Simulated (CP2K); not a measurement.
**Nb: single point with PBE**

Nb:

```
Nb
1.0
     2.88205    0.00000    0.00000
    -0.96068    2.71722    0.00000
    -0.96068   -1.35861    2.35318
Nb
1
Direct
  0.00000 0.00000 0.00000
```

```
Program             : CP2K 2026.2
Task                : single point
Functional          : PBE
Potentials or basis : POTENTIAL_UZH Nb GTH-PBE-q13; TZVP-MOLOPT-PBE-GTH basis
Density cutoff      : 6123 eV
k mesh              : 11 × 11 × 11
Occupations         : fermi-dirac, width 0.05 eV
Spin                : no spin polarisation
```

```json
{"Pressure": "-1.0 GPa", "Band gap on the k mesh": "none (metal or under the smearing width)"}
```

Levels at points of the mesh, in eV from the Fermi level:
```
           k point  band 4  band 5  band 6  band 7  band 8  band 9
(0.00, 0.00, 0.00)  -29.68   -5.83    0.38    0.38    0.38    3.25
```

It took 86 s on 1 thread of Arm Neoverse V1, with other jobs on the host, peak memory 0.29 GiB.

Caveat: the basis of atomic orbitals isn't converged, which shifts pressures, moduli and gaps.
